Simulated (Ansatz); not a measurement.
Working through a displacement scan with seeded SCF runs of SiC, space group P6_3mc

Computed with Ansatz's Python interface.

At the Python prompt:
```pycon
>>> import ansatz as az
>>> import numpy as np
>>> from tabulate import tabulate
>>> structure = (
...     az.Lattice.of((3.076, 0.0, 0.0), (-1.538, 2.66389414, 0.0), (0.0, 0.0, 5.048))
...     .atom("Si", (1 / 3, 2 / 3, 0.0))
...     .atom("Si", (2 / 3, 1 / 3, 0.5))
...     .atom("C", (1 / 3, 2 / 3, 0.385))
...     .atom("C", (2 / 3, 1 / 3, 0.885))
... )
>>> start = np.array(structure.resolved().sites[3].position)
>>> previous, rows = None, []
>>> for step in range(6):
...     target = start + step * 0.005 * np.eye(3)[2]
...     model = (
...         structure.move(3, to=target).calculation()
...         .functional("PBE")
...         .basis(19 * az.Ha)
...         .kpoints(5, 5, 3)
...         .occupations("Fixed")
...         .forces()
...     )
...     session = model.session()
...     if previous is not None:
...         session.seed_next_step(previous)
...     previous = session.plan(retain="density").execute()
...     summary = previous.report
...     shift = float(np.linalg.norm((target - start) @ np.array(summary["lattice"]["cell_ang"])))
...     rows.append((step, shift, summary["lagrangian_ev"], float(np.linalg.norm(summary["forces_ev_ang"][3])), summary["n_iterations"], summary["n_symmetry_ops"]))
...
True
True
True
True
True
>>> rows = [(row[0], row[1], 1000 * (row[2] - rows[0][2]), *row[3:]) for row in rows]
>>> print(tabulate(rows, headers=["step", "moved A", "dE meV", "force on it eV/A", "iterations", "symmetry operations"], floatfmt=".4f", tablefmt="github"))
|   step |   moved A |   dE meV |   force on it eV/A |   iterations |   symmetry operations |
|--------|-----------|----------|--------------------|--------------|-----------------------|
|      0 |    0.0000 |   0.0000 |             0.7390 |            6 |                    12 |
|      1 |    0.0252 |  25.1085 |             1.2438 |            6 |                     6 |
|      2 |    0.0505 |  62.4476 |             1.7087 |            6 |                     6 |
|      3 |    0.0757 | 111.0421 |             2.1361 |            6 |                     6 |
|      4 |    0.1010 | 169.9768 |             2.5284 |            6 |                     6 |
|      5 |    0.1262 | 238.3918 |             2.8877 |            6 |                     6 |
```

The structure is a deposited one; some such entries were measured under pressure or heat, so a shift against it needn't be the functional's error alone. The first step keeps the crystal's symmetry; the moved atom lowers it. It ran for 4.4 s on 1 thread of Arm Neoverse V2 (shared host), peak memory 0.35 GiB.

(Lines on the test bed's own set-up are left out of the output.)
